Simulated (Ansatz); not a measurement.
## Choice of functional: BeSe

```xyz
2
Lattice="0.0000 2.5350 2.5350 2.5350 0.0000 2.5350 2.5350 2.5350 0.0000" Properties=species:S:1:pos:R:3 pbc="T T T"
Be    0.0000    0.0000    0.0000
Se    3.8025    3.8025    3.8025
```

Atom numbers follow the list: Be1, Se2.

The cell comes from COD entry 9008837, which wasn't checked; take it as a given geometry. It differs from other determinations.

One fixed cell is solved with several functionals by frozen-core PAW in Ansatz 0.2.0, scalar-relativistically. A positive pressure means that the functional wants a larger cell.

The PAW files were made with PBE; their cores are remade for each functional.

Sampling and basis: a Γ-centred 10×10×10 k mesh, Fermi–Dirac smearing of 0.03 eV, cutoff 420 eV, no spin polarisation.

Cutoffs: PBE 420 eV, LDA 420 eV, PBEsol 420 eV, r²SCAN 500 eV.

```csv
setting,P (GPa),gap over the k mesh and a high-symmetry path (eV),"lowest level at Γ above −25 eV, from the valence-band top or, without a gap, the Fermi level (eV)"
PBE,5.36,2.54,-14.09
LDA,0.58,2.39,-14.13
PBEsol,2.94,2.39,-14.12
r²SCAN,4.77,3.01,-14.64
```
